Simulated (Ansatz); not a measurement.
**Tetragonal CuI monolayer in a perpendicular field**

Aim: how the tetragonal CuI monolayer screens a field along its normal, and what the field does to its bands. A positive field points along +c.

Program: Ansatz 0.2.0. Level of theory: plane-wave DFT, PBE-D3(BJ), Ansatz PAW. Results are calculated unless marked as measured.

Most raw output is cut from this account.

## 1. The structure

The cell holds 4 atoms: 2 I and 2 Cu. Its edges and angles: a = 4.200 Å, b = 4.200 Å, c = 37.775 Å, α = 90.0°, β = 90.0°, γ = 90.0°. Vacuum lies along c.

## 2. Relaxing the slab

The starting cell is a guess, so the in-plane lattice and the atoms are relaxed first, with the slab cut off from its images along the normal.

input.yaml reads:

```yaml
crystal:
  lattice:
    - [4.2, 0.0, 0.0]
    - [0.0, 4.2, 0.0]
    - [0.0, 0.0, 37.7749879983]
  atoms:
    - { symbol: I, position: [0.5, 0.0, 0.4553277423] }
    - { symbol: Cu, position: [0.0, 0.0, 0.5] }
    - { symbol: Cu, position: [0.5, 0.5, 0.5] }
    - { symbol: I, position: [0.0, 0.5, 0.5446722577] }
  periodic: [true, true, false]
kpoints:
  mp_grid: { grid: [8, 8, 1] }
hamiltonian:
  xc: pbe
  dispersion: d3bj
scf:
  occupations: { method: fermi_dirac, width: 0.05 }
  convergence: { dr2_threshold: 1.0e-09 }
relax:
  f_tol: 0.004
  max_steps: 90
  cell: {}
output:
  write_potential: true
  write_density: true
  volumetric_format: npy
```

Launch:

```sh
> ansatz run input.yaml --threads 2 --pin off --max-ram 3072MiB --backend cpu --events-out ev --progress --plain --runs-dir out
```

Wall time 1.7 min (2 threads of Arm Neoverse V1, shared host); peak memory 0.99 GiB.

Step by step:

```
step  energy less that of the first step (eV)  largest force component (eV/Å)  volume (Å³)
   1                                   0.0000                          0.2872       666.35
   2                                  -0.0489                          0.1813       645.58
   3                                  -0.0804                          0.1348       622.39
   4                                  -0.0911                          0.0094       607.39
   5                                  -0.0916                          0.0016       603.47
  6*                                  -0.0881                          0.0019       603.47
```

Relaxation steps marked * repeat the geometry before them on a plane-wave basis chosen anew for their cell, so energy and pressure can jump there.

Forces are held to the 16 operations that the run works with; a distortion that breaks them can't arise in this run.

```csv
cell as run,before,after,change
a (Å),4.200,3.997,-4.8 %
b (Å),4.200,3.997,-4.8 %
```

The atoms that moved most (Å, along periodic axes as changes of fractional coordinates times the final cell, across vacuum about the mean position):

```
atom     dx     dy      dz  length
  I1  0.000  0.000  -0.058   0.058
  I4  0.000  0.000   0.058   0.058
```

The relaxed structure:

```cif
data_structure
_symmetry_space_group_name_H-M 'P 1'
_symmetry_Int_Tables_number 1
_cell_length_a 3.9969
_cell_length_b 3.9969
_cell_length_c 37.7750
_cell_angle_alpha 90.000
_cell_angle_beta 90.000
_cell_angle_gamma 90.000
_cell_volume 603.47
loop_
_atom_site_label
_atom_site_type_symbol
_atom_site_fract_x
_atom_site_fract_y
_atom_site_fract_z
_atom_site_occupancy
I1 I 0.50000 0.00000 0.45380 1
Cu2 Cu 0.00000 0.00000 0.50000 1
Cu3 Cu 0.50000 0.50000 0.50000 1
I4 I 0.00000 0.50000 0.54620 1
```

Numbers from this step:

| Quantity | Value |
| --- | --- |
| gap on the k-mesh | 2.109 eV |

The lattice constant a goes from 4.200 to 3.997 Å.

## 3. Single point, field 0

A sawtooth potential applies the field, turning back in the middle of the vacuum. With the dipole correction the typed value is the field outside the slab. The induced dipole is small, so the SCF threshold is tight.

The cell differs from the one that the last finished run ended in (c 37.775 → 21.490 Å).

input.yaml reads:

```yaml
crystal:
  lattice:
    - [3.9969334561, 0.0, 0.0]
    - [0.0, 3.9969334561, 0.0]
    - [0.0, 0.0, 21.490099855]
  atoms:
    - { symbol: I, position: [0.5, 0.0, 0.4187974956] }
    - { symbol: Cu, position: [0.0, 0.0, 0.5] }
    - { symbol: Cu, position: [0.5, 0.5, 0.5] }
    - { symbol: I, position: [0.0, 0.5, 0.5812025044] }
kpoints:
  mp_grid: { grid: [10, 10, 1] }
  band_path:
    path: [[0, 0, 0], [0.5, 0, 0], [0.5, 0.5, 0], [0, 0, 0]]
    npoints: 16
hamiltonian:
  xc: pbe
  dispersion: d3bj
scf:
  occupations: { method: fermi_dirac, width: 0.02585 }
  convergence: { dr2_threshold: 1.0e-10 }
efield:
  axis: 3
  dipole_correction: true
  ramp_position: 0.97
  ramp_width: 0.06
  amplitude: 0
output:
  dos: { projected: true, e_range: [-6, 5] }
  write_potential: true
  write_density: true
  volumetric_format: npy
  elf: true
```

Wall time 40 s (2 threads); peak memory 0.8 GiB; 80 s of CPU time.

Numbers from this step:

| Property | Result |
| --- | --- |
| dipole along the normal | -3.64e-7 e·Å |
| gap along the path | 2.109 eV |
| smallest direct gap along the path | 2.109 eV |
| ionisation energy, upper face | 4.681 eV |
| electron affinity, upper face | 2.572 eV |
| gap, the smaller of path and mesh | 2.109 eV |

Running mean over a fixed 2.5 Å (it still follows the layers) of the planar mean; the ramp of the sawtooth is left out. Electron's electrostatic potential energy less the Fermi level against z:

z (Å), electron's electrostatic potential energy less the Fermi level (eV) and a bar from the least value:
```
      3.0       3.60 ##############################
      3.5       3.60 ##############################
      4.0       3.60 ##############################
      4.5       3.60 ##############################
      5.0       3.60 ##############################
      5.5       3.59 ##############################
      6.0       3.56 ##############################
      6.5       3.43 #############################
      7.0       2.87 ############################
      7.5       1.76 #########################
      8.0       0.65 #####################
      8.5      -0.62 ##################
      9.0      -2.11 #############
      9.5      -4.44 ######
     10.0      -6.12 #
     10.5      -6.53 
     11.0      -6.53 
     11.5      -6.10 #
     12.0      -4.40 ######
     12.5      -2.07 #############
     13.0      -0.59 ##################
     13.5       0.67 #####################
     14.0       1.78 #########################
     14.5       2.88 ############################
     15.0       3.43 #############################
     15.5       3.56 ##############################
     16.0       3.59 ##############################
     16.5       3.60 ##############################
     17.0       3.60 ##############################
     17.5       3.60 ##############################
     18.0       3.60 ##############################
     18.5       3.60 ##############################
```

The density of states has structure finer than the step of the table below, so its rows give means over 0.25 eV, whole bins alone (the curve runs from -6 to 3.02 eV). Peaks (eV: height): -5.150: 13.8, -4.950: 16.0, -3.050: 38.1, -2.640: 24.6, -2.000: 21.7, -1.920: 15.3, 2.300: 11.8.

The density of states by energy, zero at the Fermi level of the run, which the smearing sets inside the gap; means over each step:

| energy (eV) | density of states (states/eV a cell) |
| --- | --- |
| -5.75 | 1.21 |
| -5.50 | 0.961 |
| -5.25 | 4.12 |
| -5.00 | 10.00 |
| -4.75 | 6.54 |
| -4.50 | 7.03 |
| -4.25 | 4.60 |
| -4.00 | 2.27 |
| -3.75 | 0.404 |
| -3.50 | 3.19 |
| -3.25 | 7.94 |
| -3.00 | 16.1 |
| -2.75 | 14.9 |
| -2.50 | 7.03 |
| -2.25 | 4.06 |
| -2.00 | 12.3 |
| -1.75 | 7.10 |
| -1.50 | 4.12 |
| -1.25 | 3.11 |
| -1.00 | 0.237 |
| -0.75 | 0 |
| -0.50 | 0 |
| -0.25 | 0 |
| 0.00 | 0 |
| 0.25 | 0 |
| 0.50 | 0 |
| 0.75 | 0 |
| 1.00 | 0.0300 |
| 1.25 | 0.304 |
| 1.50 | 0.426 |
| 1.75 | 2.37 |
| 2.00 | 3.43 |
| 2.25 | 5.92 |
| 2.50 | 4.67 |
| 2.75 | 2.14 |

Projected DOS per atom over height of the atomic layer and energy from the Fermi level. Layers: I Cu2 I from below.

Ten even steps from '_' (0.0 states/eV) to '@' (6.7 states/eV), each cell a mean:
```
______
__..__
__..__
______
______
______
______
______
______
______
......
..--..
..==..
__**__
__@@__
__==__
______
......
--..--
==..==
______
______
```
Columns: height of the atomic layer (Å) from 9 to 12.5; rows upwards: energy from the Fermi level (eV) from -5.96 to 2.95.

Electronic bands along the path, in eV, zero at the Fermi level of the run, which the smearing sets inside the gap:

| point | band 33 | band 34 | band 35 | band 36 | band 37 | band 38 | band 39 | band 40 |
| --- | --- | --- | --- | --- | --- | --- | --- | --- |
| Γ | -2.27 | -2.07 | -1.08 | -1.08 | 1.03 | 2.53 | 2.57 | 3.32 |
| halfway | -1.97 | -1.79 | -1.79 | -1.12 | 1.82 | 1.98 | 3.29 | 3.81 |
| X | -1.96 | -1.96 | -1.36 | -1.36 | 1.76 | 1.76 | 4.05 | 4.05 |
| halfway | -2.32 | -2.32 | -1.75 | -1.75 | 2.25 | 2.25 | 3.03 | 3.03 |
| M | -2.62 | -2.62 | -1.94 | -1.94 | 2.22 | 2.22 | 2.33 | 2.33 |
| halfway | -2.06 | -1.95 | -1.93 | -1.61 | 2.52 | 2.65 | 2.68 | 3.70 |
| Γ | -2.27 | -2.07 | -1.08 | -1.08 | 1.03 | 2.53 | 2.57 | 3.32 |

Valence density in the ca plane at fractional y = 0.000, with atoms of I and Cu within 0.2 Å of it. It is the smooth field of the valence electrons, not physical close to the nuclei.

Values in e/Å³, 6 rows by 16 columns, each cell a mean:
```
 0  0  0  0  0  0  0  0  5  9  0  0  0  0  0  0
 0  0  0  0  0  0  0  1  0  0  0  0  0  0  0  0
 0  0  0  0  0  0  2 10  1  0  0  0  0  0  0  0
 0  0  0  0  0  0  1  7  0  0  0  0  0  0  0  0
 0  0  0  0  0  0  0  1  1  1  0  0  0  0  0  0
 0  0  0  0  0  0  0  0  8 17  0  0  0  0  0  0
```
Columns run along c (16.0 Å, from fractional 0.09 to 0.83 of the cell), rows up along a (4.0 Å). Atoms in or near the plane, at fractional coordinates: I at (0.42, 0.50), Cu at (0.50, 0.00).

ELF in the ca plane at fractional y = 0.000, with atoms of I and Cu within 0.2 Å of it. It is the smooth field of the valence electrons, not physical close to the nuclei.

Ten even steps from '0' (0.00) to '9' (0.78), each cell a mean:
```
00000000000000000123321377311100000000000000
00000000000000125788863122211100000000000000
00000000000001368998887321111000000000000000
00000000000002479975467631100000000000000000
00000000000002589863436641000000000000000000
00000000000002589973246641100000000000000000
00000000000001479987677521110000000000000000
00000000000000247998885212211000000000000000
00000000000000012456642244211100000000000000
00000000000000000001111499411100000000000000
```
Columns run along c (16.0 Å, from fractional 0.09 to 0.83 of the cell), rows up along a (4.0 Å). Atoms in or near the plane, at fractional coordinates: I at (0.42, 0.50), Cu at (0.50, 0.00).

Electrostatic potential energy in the ca plane at fractional y = 0.000, with atoms of I and Cu within 0.2 Å of it. With pseudopotentials it is smooth inside the atoms' cores, unlike the true potential.

Values in eV, 6 rows by 16 columns, each cell a mean:
```
  4   4   4   4   4   4   3   0 -15 -19   1   4   4   4   4   4
  4   4   4   4   4   3  -6 -14  -5  -2   3   4   4   4   4   4
  4   4   4   4   4   3 -12  -3  -9   3   4   4   4   4   4   4
  4   4   4   4   4   3 -12  -8  -8   2   4   4   4   4   4   4
  4   4   4   4   4   4  -2  -9  -7  -7   3   4   4   4   4   4
  4   4   4   4   4   4   3   1 -17 -21   1   4   4   4   4   4
```
Columns run along c (16.0 Å, from fractional 0.09 to 0.83 of the cell; values clipped at the 3rd and 97th percentile), rows up along a (4.0 Å). Atoms in or near the plane, at fractional coordinates: I at (0.42, 0.50), Cu at (0.50, 0.00).

The gap is 2.11 eV, with the valence edge 4.68 eV and the conduction edge 2.57 eV under the upper vacuum level. Spin-orbit coupling, left out in this run, matters for the bands of elements this heavy.

## 4. Single point, field 0.1 V/Å

Changes to input.yaml since step 3:

```diff
@@ -26,5 +26,4 @@
   ramp_width: 0.06
-  amplitude: 0
+  amplitude: 0.1
 output:
-  dos: { projected: true, e_range: [-6, 5] }
   write_potential: true
@@ -32,2 +31 @@
   volumetric_format: npy
-  elf: true
```

Run time: 41 s. Hardware: 2 threads; peak memory 0.69 GiB; 82 s of CPU time.

The dipole is 0.0491 e·Å, and the gap 2.106 eV.

## 5. Single point, field -0.1 V/Å

Changes to input.yaml since step 4:

```diff
@@ -26,3 +26,3 @@
   ramp_width: 0.06
-  amplitude: 0.1
+  amplitude: -0.1
 output:
```

Wall time 41 s (2 threads); peak memory 0.69 GiB.

The dipole is -0.0491 e·Å, and the gap 2.106 eV.

## 6. Response, atoms held

This step: plane-wave DFT, PBE-D3(BJ), Ansatz PAW; response to a field along the normal, atoms held (Ansatz 0.2.0).

The dipoles give the slope, and the difference of two potentials shows where the field is screened.

Numbers from this step:

* equivalent conductor thickness p/(ε₀AE): 5.559 Å
* distance between the outer atoms: 3.490 Å

Dipole of the cell against applied field:

```
applied field (V/Å)  dipole of the cell (e·Å)
            -0.1000                   -0.0491
             0.0000                   -3.6e-7
             0.1000                    0.0491
```

Local field over the applied field, running mean. From the potentials at -0.1 and 0.1 V/Å; running mean over 2.5 Å. The local field over applied field by z:

z (Å), local field over applied field and a bar:
```
      4.5      0.998 ##############################
      5.0      0.994 ##############################
      5.5      0.983 ##############################
      6.0      0.956 #############################
      6.5      0.893 ###########################
      7.0      0.777 #######################
      7.5      0.619 #################
      8.0      0.447 ############
      8.5      0.287 ######
      9.0      0.170 ##
      9.5      0.112 
     10.0      0.097 
     10.5      0.099 
     11.0      0.099 
     11.5      0.097 
     12.0      0.112 #
     12.5      0.171 ##
     13.0      0.290 ######
     13.5      0.450 ############
     14.0      0.623 #################
     14.5      0.780 #######################
     15.0      0.895 ###########################
     15.5      0.957 #############################
     16.0      0.984 ##############################
     16.5      0.994 ##############################
     17.0      0.998 ##############################
```

Electrons, planar mean, per unit field. Table of induced electron density by z:

```csv
z (Å),induced electron density (e/Å³ per V/Å)
4.03,3.2e-6
4.33,6.2e-6
4.78,1.6e-5
5.07,3.1e-5
5.52,7.9e-5
5.82,1.5e-4
6.27,3.5e-4
6.57,6.2e-4
6.86,0.00105
7.31,0.00213
7.61,0.00298
8.06,0.00316
8.36,0.00196
8.80,0.00121
9.10,3.6e-4
9.40,-6.1e-5
9.85,-4.6e-4
10.15,-4.5e-4
10.60,-2.0e-5
10.89,2.0e-5
11.34,4.6e-4
11.64,4.6e-4
12.09,6.1e-5
12.39,-3.6e-4
12.69,-0.00121
13.13,-0.00196
13.43,-0.00316
13.88,-0.00298
14.18,-0.00213
14.63,-0.00105
14.92,-6.2e-4
15.22,-3.5e-4
15.67,-1.5e-4
15.97,-7.9e-5
16.42,-3.1e-5
16.71,-1.6e-5
17.16,-6.2e-6
17.46,-3.2e-6
```

The smaller of the gaps on the path and on the k-mesh, counted as 0 under 0.03 eV. The gap stays at 2.11 eV for applied field from -0.1 to 0.1 V/Å.

By hand: between -0.1 and 0.1 V/Å the dipole changes by 0.09816 e·Å, a slope of 0.4908 e·Å²/V. A perfect conductor of thickness t has p = ε₀AEt, so t = 180.95 × 0.4908 / 15.975 = 5.56 Å (e/ε₀ = 180.95 V·Å, A in Å²).

The induced dipole is that of a conductor 5.56 Å thick.

## 7. Results

```
gap without field                          : 2.11 eV
ionisation energy, upper face              : 4.68 eV
electron affinity, upper face              : 2.57 eV
equivalent conductor thickness, atoms held : 5.56 Å
```

What this shows: The induced dipole equals that of a perfect conductor 5.56 Å thick, while the outer atoms lie 3.49 Å apart; an out-of-plane ε follows only once a thickness t is chosen, by 1 − 1/ε = 5.56 Å / t. The gap stays within 0.01 eV of 2.11 eV over the fields run, up to 0.1 V/Å in size. Semilocal functionals give gaps that are too small, and excitons are not included. Spin-orbit coupling is left out, which matters for the bands of elements this heavy.

[Logs are printed without paths, hosts, clocks, repeated set-up lines and the standing remarks that a program may print on its own settings, such as how far it seeks lower states.]

[Hosts, paths, dates, database ids (printed as entryN), source tags and the programs' standing remarks are cut or masked in the printed files.]

[Maps of the electrostatic potential energy from Ansatz leave out the sawtooth potential of an applied field or a dipole correction, so their vacuum need not be flat; planar profiles and work functions include it.]

[The density of states shown here was stored with 400 of the rows of the run's finer table, so its peaks can read low, often by over a quarter, or be missed, and its means over a window can be off by a tenth or more.]
